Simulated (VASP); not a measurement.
Sb under changes of volume

One of the cells (25.400 Å³/atom); the others are scaled copies at fixed shape and fractional positions:

```
Sb
1.0
    -1.85180    1.85180    1.85180
     1.85180   -1.85180    1.85180
     1.85180    1.85180   -1.85180
Sb
1
Cartesian
  0.0000 0.0000 0.0000
```

This isn't the form of Sb at room conditions, which is rhombohedral.

- Program: VASP 6.6.1
- Functional: LDA
- Potentials or basis: VASP PAW LDA potentials, release 64 (Sb)
- Cutoff: 520 eV
- k mesh: 8 × 8 × 8
- Occupations: fermi-dirac, width 0.05 eV
- Spin: no spin polarisation

```tsv
volume (Å³/atom)	energy over the lowest point (meV/atom)	pressure (GPa)
24.384	?	?
24.892	2.12	1.5
25.400	0.00	0.0
25.908	2.66	-1.4
26.416	9.39	-2.6
```

Problem. What does the run at 24.384 Å³/atom give?

Solution. Energy over the lowest point 9.71 meV/atom; pressure 3.3 GPa.

Worked out: A Birch-Murnaghan fit of order 2 (a polynomial in V^(-2/3)) to the other rows has its minimum at 25.36 Å³/atom with B0 = V·E''(V) = 74 GPa. It gives 9.31 meV/atom at 24.384 Å³/atom, against the run's 9.71, and -dE/dV = 3.1 GPa, against 3.3.

Energies are extrapolated to zero smearing.
